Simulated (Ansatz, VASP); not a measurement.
# Ag in VASP and in Ansatz

File INCAR:

```
SYSTEM = Ag
ALGO = Normal
DIPOL = 0.5 0.5 0.500
EDIFF = 1E-7
ENCUT = 520
GGA = PE
IDIPOL = 3
ISIF = 2
ISMEAR = -1
LASPH = .True.
LCHARG = .False.
LDIPOL = .True.
LREAL = .False.
LWAVE = .False.
NBANDS = 36
NELM = 80
PREC = Accurate
SIGMA = 0.05
```

File KPOINTS:

```
k-points
0
Gamma
  11 11 1
  0 0 0
```

File POSCAR:

```
Ag
1.0
    2.8893797293      0.0000000000      0.0000000000
   -1.4446898646      2.5022762467      0.0000000000
    0.0000000000      0.0000000000     24.4366746799
Ag
5
Direct
    0.6666666667      0.3333333333      0.3069157362
    0.3333333333      0.6666666667      0.4034578681
    0.0000000000      0.0000000000      0.5000000000
    0.6666666667      0.3333333333      0.5965421319
    0.3333333333      0.6666666667      0.6930842638
```

File input.yaml:

```yaml
crystal:
  lattice:
    - [2.8893797293, 0.0, 0.0]
    - [-1.4446898646, 2.5022762467, 0.0]
    - [0.0, 0.0, 24.4366746799]
  atoms:
    - { symbol: Ag, position: [0.6666666667, 0.3333333333, 0.3069157362] }
    - { symbol: Ag, position: [0.3333333333, 0.6666666667, 0.4034578681] }
    - { symbol: Ag, position: [0.0, 0.0, 0.5] }
    - { symbol: Ag, position: [0.6666666667, 0.3333333333, 0.5965421319] }
    - { symbol: Ag, position: [0.3333333333, 0.6666666667, 0.6930842638] }
hamiltonian:
  xc: pbe
  pseudopotentials: { kind: paw }
kpoints:
  mp_grid: { grid: [11, 11, 1] }
scf:
  occupations: { method: fermi_dirac, width: 0.05 }
output:
  forces: true
  eigenvalues: true
efield:
  axis: 3
  dipole_correction: true
  ramp_width: 0.04
```

Alike in both runs: task single point; functional PBE; k mesh 11 × 11 × 1; occupations fermi-dirac, width 0.05 eV; no spin polarisation.

|  | VASP | Ansatz |
| --- | --- | --- |
| version | VASP 6.6.1 | Ansatz 0.2.0 |
| potentials or method | VASP PAW PBE potentials, release 64 (Ag) | Ansatz PAW |
| plane-wave cutoff (eV) | 520 | 420 |
| valence electrons in the cell | 55 | 95 |

```tsv
	VASP	Ansatz	Ansatz less VASP
gap on the k mesh at the Fermi level (eV)	none	none	-
rms of the force components (eV/Å)	0.062	0.063	+0.0014
```

Atom by atom the forces differ by 0.001 eV/Å (rms over components). A gap of «none» marks a metal or a gap that the smearing closes. The two sets of potentials don't hold the same shells in valence.
